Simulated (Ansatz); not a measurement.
**Ge: what changed settings do**

The reference input for Ansatz (plane-wave DFT with PAW):

```yaml
crystal:
  lattice:
    - [-2.495898, 2.650863, 1.436947]
    - [2.495898, -2.650863, 1.436947]
    - [2.495898, 2.650863, -1.436947]
  atoms:
    - { symbol: Ge, position: [0.185943, 0.935943, 0.25] }
    - { symbol: Ge, position: [0.814057, 0.064057, 0.75] }
basis:
  ecutwfc: 420
kpoints:
  mp_grid: { grid: [6, 6, 6] }
hamiltonian:
  xc: pbe
scf:
  occupations: { method: gaussian, width: 0.1 }
output:
  forces: true
  stress: true
  eigenvalues: true
```

Command:

```bash
ansatz run input.yaml --threads 1 --pin off --max-ram 1331MiB --backend cpu --events-out ev --progress --plain --runs-dir out
```

The run converges in 6 SCF iterations on 46 irreducible k-points: pressure 1.84 GPa, largest force 0.017 eV/Å, no gap.

The inputs are trials, many of them unsound on purpose. Their numbers show the effect of the settings and aren't properties of the material. Each trial's input is given as a difference from the reference's; energies are extrapolated to zero smearing where there is one, and pressure is positive in compression.

Question: Trial 1 (volume scaled):

```diff
 crystal:
   lattice:
-    - [-2.495898, 2.650863, 1.436947]
-    - [2.495898, -2.650863, 1.436947]
-    - [2.495898, 2.650863, -1.436947]
+    - [-2.5287425297, 2.6857467767, 1.4558563658]
+    - [2.5287425297, -2.6857467767, 1.4558563658]
+    - [2.5287425297, 2.6857467767, -1.4558563658]
 scf:
+  max_iter: 30
+  convergence: { dr2_threshold: "1e-9 eV" }
```

What happens?

Answer: The run converges in 6 SCF iterations on 46 irreducible k-points: energy 2.17 meV per atom below the reference, pressure -0.91 GPa, largest force 0.015 eV/Å, no gap. It warns that the SCF threshold is loose for the stress.

Question: Trial 2:

```diff
 basis:
-  ecutwfc: 420
+  ecutwfc: 500
 scf:
+  n_extra_bands: 1
```

How does this run end?

Answer: The run converges in 6 SCF iterations on 46 irreducible k-points: energy 1.00 meV per atom below the reference, pressure 1.84 GPa, largest force 0.017 eV/Å, no gap.

Question: Trial 3:

```diff
 scf:
-  occupations: { method: gaussian, width: 0.1 }
+  occupations: { method: gaussian, width: "0.02 Ry" }
+  max_iter: 80
+  convergence: { dr2_threshold: "1e-7 eV" }
```

What happens?

Answer: The run converges in 6 SCF iterations on 46 irreducible k-points: energy 0.22 meV per atom below the reference, pressure 1.72 GPa, largest force 0.035 eV/Å, no gap. It warns that the SCF threshold is loose for the stress.

Question: Trial 4:

```diff
 basis:
+  ecutrho_ratio: 3
 scf:
-  occupations: { method: gaussian, width: 0.1 }
+  occupations: { method: fermi_dirac, width: "600 K" }
```

What happens?

Answer: The run converges in 6 SCF iterations on 46 irreducible k-points: energy 0.72 meV per atom below the reference, pressure 1.85 GPa, largest force 0.020 eV/Å, no gap. It warns that the density cutoff lies under the recommended one.

Question: Trial 5:

```diff
 kpoints:
-  mp_grid: { grid: [6, 6, 6] }
+  mp_grid: { grid: [1, 4, 4] }
 scf:
+  max_iter: 30
+  convergence: { dr2_threshold: "1e-7 eV" }
```

How does this run end?

Answer: The run converges in 6 SCF iterations on 10 irreducible k-points: energy 1.59 eV per atom above the reference, pressure 15.75 GPa, largest force 0.443 eV/Å, no gap. It warns that the SCF threshold is loose for the stress; that the mesh lowers the symmetry.

Question: Trial 6:

```diff
 kpoints:
-  mp_grid: { grid: [6, 6, 6] }
+  mp_grid: { grid: [2, 2, 2], shift: [0.5, 0.5, 0.5] }
 scf:
-  occupations: { method: gaussian, width: 0.1 }
+  occupations: { method: tetrahedron }
+  max_iter: 80
+  convergence: { dr2_threshold: "1e-5 eV" }
```

What does the program give?

Answer: The run converges in 6 SCF iterations on 4 irreducible k-points: energy 811 meV per atom below the reference, pressure -5.04 GPa, largest force 0.069 eV/Å, no gap. It warns that the printed bands weren't solved further after the SCF; that the SCF threshold is loose for the forces; that the SCF threshold is loose for the stress; that forces and stress under tetrahedra may miss the energy's slope.